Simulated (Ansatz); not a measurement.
# Ag under changes of volume

One of the cells (18.154 Å³/atom); the others are scaled copies at fixed shape and fractional positions:

```xyz
1
Lattice="-1.6557 1.6557 1.6557 1.6557 -1.6557 1.6557 1.6557 1.6557 -1.6557" Properties=species:S:1:pos:R:3 pbc="T T T"
Ag    0.0000    0.0000    0.0000
```

This isn't the form of Ag at room conditions, which is fcc.

| Quantity | Value |
| --- | --- |
| Program | Ansatz 0.2.0 |
| Functional | r2SCAN |
| Potentials or basis | Ansatz PAW |
| Cutoff | 500 eV (not typed: the program's choice for these potentials) |
| k mesh | 11 × 11 × 11 |
| Occupations | fermi-dirac, width 0.05 eV |
| Spin | no spin polarisation |

```csv
volume (Å³/atom),energy over the lowest point (meV/atom),pressure (GPa)
17.065,2.47,2.2
17.428,0.00,0.0
17.791,2.35,-2.0
18.154,8.88,-3.7
18.517,19.09,-5.2
18.880,32.45,-6.5
19.243,?,?
```

Task: What does the run at 19.243 Å³/atom give?

Result: Energy over the lowest point 48.55 meV/atom; pressure -7.7 GPa.

Worked out: A Birch-Murnaghan fit of order 3 (a polynomial in V^(-2/3)) to the other rows has its minimum at 17.42 Å³/atom with B0 = V·E''(V) = 102 GPa and B' = 5.6. It gives 48.57 meV/atom at 19.243 Å³/atom, against the run's 48.55, and -dE/dV = -7.7 GPa, against -7.7.

Energies are extrapolated to zero smearing.

Caveats: the PAW data sets come from PBE, with cores solved anew for the run's functional, which leaves a small shift of forces and pressure.
